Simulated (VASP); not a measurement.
Here is a VASP 6.6.1 calculation.

The input INCAR:

```
PREC     = Accurate       # precision mode
ENCUT    = 500            # plane-wave cutoff, eV
EDIFF    = 1E-6           # SCF threshold, eV
ISMEAR   = 0              # smearing method
SIGMA    = 0.01           # smearing width, eV
LREAL    = False          # projectors in reciprocal space
LASPH    = True           # aspherical terms in the spheres
NELM     = 120            # most SCF steps
ALGO     = Normal         # electronic algorithm
ISIF     = 2              # what is computed and relaxed
LWAVE    = False          # write WAVECAR
LCHARG   = True           # write CHGCAR
GGA      = PS             # functional
LELF     = True           # ELF
LVHAR    = True         
NBANDS   = 17             # bands
GGA_COMPAT= False
```

Contents of KPOINTS:

```
Automatic mesh
0
Gamma
  6 6 6
```

The input POSCAR:

```
SnTe
1.0
    0.0000000000      3.0938084669      3.0938084669
    3.0938084669      0.0000000000      3.0938084669
    3.0938084669      3.0938084669      0.0000000000
Sn Te
1 1
Direct
    0.0000000000      0.0000000000      0.0000000000
    0.5000000000      0.5000000000      0.5000000000
```

Potentials or basis: VASP PAW PBE potentials, release 64 (Sn_d, Te).

Command:

```bash
$ cat potpaw_PBE.64/Sn_d/POTCAR potpaw_PBE.64/Te/POTCAR > POTCAR
$ mpirun -np 1 vasp_std > vasp.out
```

(1) Estimate the pressure.

(2) What does it give for the band gap on the k mesh?

Answers

(1) 2.6 GPa.

(2) 0.31 eV, direct.

Caveat: the PAW data sets were made with another functional, which shifts forces and pressure a little; spin-orbit coupling is left out, which moves the levels of the heavy elements.

**Measured values to compare with.**

From a printed reference work, textbook, for a bulk crystal of SnTe at 300 K: band gap 0.18 eV (direct).

Measured gap of SnTe: 0.18 eV (direct; 300 K; a printed reference work, textbook). This calculation gives 0.31 eV (+0.13 eV). Spin-orbit coupling on Sn, Te is left out. The value is that of PBEsol on a finite k mesh, which can miss the band edges, without temperature or zero-point motion.
